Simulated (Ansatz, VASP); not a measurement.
## Ni: VASP beside Ansatz

Contents of INCAR:

```
PREC     = Accurate       # precision mode
ENCUT    = 520            # plane-wave cutoff, eV
EDIFF    = 1E-6           # SCF threshold, eV
ISMEAR   = 0              # smearing method
SIGMA    = 0.1            # smearing width, eV
LREAL    = F              # projectors in reciprocal space
LASPH    = T              # aspherical terms in the spheres
NELM     = 150            # most SCF steps
ALGO     = Fast           # electronic algorithm
ISIF     = 2              # what is computed and relaxed
LWAVE    = F              # write WAVECAR
LCHARG   = F              # write CHGCAR
ISPIN    = 2              # spin polarisation
MAGMOM   = 2              # initial moments
LORBIT   = 11             # projections on sites
LMAXMIX  = 4              # l up to which the mixer works
GGA      = PE             # functional
NBANDS   = 15             # bands
```

Contents of KPOINTS:

```
regular mesh
0
Gamma
  8 8 8
```

File POSCAR:

```
Ni
1.0
    0.0000000000      1.7619350000      1.7619350000
    1.7619350000      0.0000000000      1.7619350000
    1.7619350000      1.7619350000      0.0000000000
Ni
1
Direct
    0.0000000000      0.0000000000      0.0000000000
```

Input for Ansatz:

```yaml
crystal:
  lattice:
    - [0.0, 1.761935, 1.761935]
    - [1.761935, 0.0, 1.761935]
    - [1.761935, 1.761935, 0.0]
  atoms:
    - { symbol: Ni, position: [0.0, 0.0, 0.0], spin: 2.0 }
basis:
  ecutwfc: 420
kpoints:
  mp_grid: { grid: [8, 8, 8] }
hamiltonian:
  xc: pbe
scf:
  occupations: { method: gaussian, width: 0.1 }
  lower_state_search: "off"
output:
  forces: true
  stress: true
  eigenvalues: true
  populations: true
magnetization:
  spin_polarized: true
```

Alike in both runs: task single point; functional PBE; k mesh 8 × 8 × 8; occupations gaussian, width 0.1 eV; collinear spin.

|  | VASP | Ansatz |
| --- | --- | --- |
| version | VASP 6.6.1 | Ansatz 0.2.0 |
| potentials or method | VASP PAW PBE potentials, release 64 (Ni) | scalar-relativistic, plane waves, PAW |
| plane-wave cutoff (eV) | 520 | 420 |
| valence electrons in the cell | 10 | 18 |

```csv
,VASP,Ansatz,Ansatz less VASP
gap on the k mesh at the Fermi level (eV),none,none,-
pressure (GPa),-0.7,-0.7,+0.01
net moment per atom (μB),0.70,0.70,0.000
size of the moment on the site where the two differ most (μB),0.71,0.74,+0.028
```

Site moments also hang on the region over which each program counts them. A gap of «none» marks a metal or a gap that the smearing closes. The two sets of potentials don't hold the same shells in valence.

Caveats: the k mesh is coarse (spacing up to 0.39 Å⁻¹), so the values aren't converged.
